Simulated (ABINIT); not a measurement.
Pb:

```xyz
1
Lattice="0.0000 2.4750 2.4750 2.4750 0.0000 2.4750 2.4750 2.4750 0.0000" Properties=species:S:1:pos:R:3 pbc="T T T"
Pb    0.0000    0.0000    0.0000
```

Base run:

| Quantity | Value |
| --- | --- |
| Program | ABINIT 10.8.3 (patched build) |
| Functional | PBE |
| Potentials or basis | PseudoDojo NC SR PBE v0.4.1 standard |
| Cutoff | 707 eV |
| k mesh | 7 × 7 × 7 |
| Occupations | fermi-dirac, width 0.05 eV |
| Spin | no spin polarisation |

Its results: band gap on the k mesh none (metal or under the smearing width); pressure 2.8 GPa.

Question: The run is repeated on the same cell with these changes: functional from PBE to PBEsol; potentials or basis from PseudoDojo NC SR PBE v0.4.1 standard to PseudoDojo NC SR PBEsol v0.4.1 standard; cutoff from 707 eV to 653 eV. What comes out?

Answer: Band gap on the k mesh none (metal or under the smearing width); pressure -0.7 GPa.

Caveats: the cutoff is short for stress, so the pressure is rough (some runs).
